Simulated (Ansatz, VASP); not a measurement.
## Ge in VASP and in Ansatz

INCAR

```
SYSTEM = Ge
  PREC = Accurate
  ENCUT = 520
  EDIFF = 1E-6
  ISMEAR = -1
  SIGMA = 0.05
  LREAL = .FALSE.
  LASPH = .TRUE.
  NELM = 60
  ALGO = Normal
  ISIF = 2
  LWAVE = .FALSE.
  LCHARG = .FALSE.
  GGA = PS
  NBANDS = 36
```

Contents of KPOINTS:

```
regular mesh
0
G
  8 8 3
  0 0 0
```

File POSCAR:

```
Ge
1.0
    4.0504045371      0.0000000000      0.0000000000
   -2.0252022685      3.5077532247      0.0000000000
    0.0000000000      0.0000000000     10.9933590000
Ge
4
Direct
    0.6666666667      0.3333333333      0.4148480000
    0.3333333333      0.6666666667      0.9148480000
    0.0000000000      0.0000000000      0.4774520000
    0.0000000000      0.0000000000      0.9774520000
```

Contents of input.yaml:

```yaml
crystal:
  lattice:
    - [4.0504045371, 0.0, 0.0]
    - [-2.0252022685, 3.5077532247, 0.0]
    - [0.0, 0.0, 10.993359]
  atoms:
    - { symbol: Ge, position: [0.6666666667, 0.3333333333, 0.414848] }
    - { symbol: Ge, position: [0.3333333333, 0.6666666667, 0.914848] }
    - { symbol: Ge, position: [0.0, 0.0, 0.477452] }
    - { symbol: Ge, position: [0.0, 0.0, 0.977452] }
hamiltonian:
  xc: pbesol
  pseudopotentials: { kind: paw }
kpoints:
  mp_grid: { grid: [8, 8, 3] }
  band_path:
    path:
      - [[0.0, 0.0, 0.0], [0.5, 0.0, 0.0], [0.3333333333, 0.3333333333, 0.0], [0.0, 0.0, 0.0], [0.0, 0.0, 0.5], [0.5, 0.0, 0.5], [0.3333333333, 0.3333333333, 0.5], [0.0, 0.0, 0.5]]
      - [[0.5, 0.0, 0.5], [0.5, 0.0, 0.0]]
      - [[0.3333333333, 0.3333333333, 0.0], [0.3333333333, 0.3333333333, 0.5]]
    npoints: 14
scf:
  occupations: { method: fermi_dirac, width: 0.05 }
  n_extra_bands: 10
output:
  forces: true
  stress: true
  eigenvalues: true
  fatbands: true
  write_density: true
  write_potential: true
  elf: true
  volumetric_format: npy
```

This isn't the form of Ge at room conditions, which is diamond.

Alike in both runs: functional PBEsol; k mesh 8 × 8 × 3; occupations fermi-dirac, width 0.05 eV; no spin polarisation.

|  | VASP | Ansatz |
| --- | --- | --- |
| version | VASP 6.6.1 | Ansatz 0.2.0 |
| potentials or method | VASP PAW PBE potentials, release 64 (Ge_d) | Ansatz PAW |
| plane-wave cutoff (eV) | 520 | 420 |
| valence electrons in the cell | 56 | 56 |
| task | single point | band structure |

Ansatz gave:

* gap on the k mesh at the Fermi level (eV): 0.67
* least direct gap on the mesh (eV): 0.68
* pressure (GPa): -1.6
* largest component of the traceless stress (GPa): 0.95
* rms of the force components (eV/Å): 0.097

Task: What did VASP give for the same quantities?

Result: gap on the k mesh at the Fermi level (eV): 0.66; least direct gap on the mesh (eV): 0.68; pressure (GPa): -1.6; largest component of the traceless stress (GPa): 0.97; rms of the force components (eV/Å): 0.099.

Atom by atom the forces differ by 0.002 eV/Å (rms over components).

Caveats: the PAW data sets were made with another functional, which shifts forces and pressure a little (VASP); an odd mesh through Γ misses points on the zone boundary, where band edges often lie (VASP); the PAW data sets come from PBE, with cores solved anew for the run's functional, which leaves a small shift of forces and pressure (Ansatz). PBEsol gaps usually lie below the measured ones, often by a third to a half.
